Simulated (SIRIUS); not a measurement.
Crystal: PbSe (Clausthalite).

```
Pb Se
1.0
     0.00000    3.06065    3.06065
     3.06065    0.00000    3.06065
     3.06065    3.06065    0.00000
Pb Se
1 1
Direct
  0.00000 0.00000 0.00000
  0.50000 0.50000 0.50000
```

Base run:

| Property | Result |
| --- | --- |
| Program | SIRIUS 7.10.0 |
| Functional | PBEsol |
| Potentials or basis | PseudoDojo 0.4.1 PBE standard (scalar relativistic) |
| Cutoff | 1177 eV |
| Density cutoff | 4707 eV |
| k mesh | 6 × 6 × 6 |
| Occupations | fermi-dirac, width 0.05 eV |
| Spin | no spin polarisation |

Its results: band gap on the k mesh 0.21 eV; pressure -0.6 GPa.

The run is repeated on the same cell with these changes: functional from PBEsol to LDA; libxc names from ["XC_GGA_X_PBE_SOL", "XC_GGA_C_PBE_SOL"] to ["XC_LDA_X", "XC_LDA_C_PW"]. What comes out?

Band gap on the k mesh 0.22 eV; pressure -2.4 GPa.

Caveats: the potentials were made for another functional, which shifts forces and pressure; spin-orbit coupling is left out, which as a rule narrows the gap of such compounds by several tenths of an eV.

A k mesh can miss the band edges.

Not every run made on this cell is shown here.
